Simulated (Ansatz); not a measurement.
## HfN: single point with PBE

HfN:

```
Hf N
1.0
     0.00000    2.25600    2.25600
     2.25600    0.00000    2.25600
     2.25600    2.25600    0.00000
Hf N
1 1
Direct
  0.00000 0.00000 0.00000
  0.50000 0.50000 0.50000
```

```
Program             : Ansatz 0.2.0
Task                : single point
Functional          : PBE
Potentials or basis : all-electron LAPW, scalar-relativistic
Cutoff              : 317 eV (chosen from the basis error)
Basis error allowed : 0.002 eV/atom
k mesh              : 7 × 7 × 7
Occupations         : fermi-dirac, width 0.03 eV
Spin                : no spin polarisation
```

| Property | Result |
| --- | --- |
| Pressure | 6.9 GPa |
| Band gap on the k mesh | none (metal or under the smearing width) |

Levels at points of the mesh, in eV from the Fermi level:
```tsv
k point	band 22	band 23	band 24	band 25	band 26	band 27	band 28	band 29
(0.00, 0.00, 0.00)	-3.22	-3.22	-3.22	-0.63	-0.63	-0.63	1.53	1.70
```

Wall time 4.6 s on 1 thread of Arm Neoverse V1 (shared host), peak memory 0.25 GiB.

Caveat: the k mesh is thin for a metal, which can move the energy by tens of meV per atom. The run has no spin-orbit coupling, so splittings on Hf are missing.
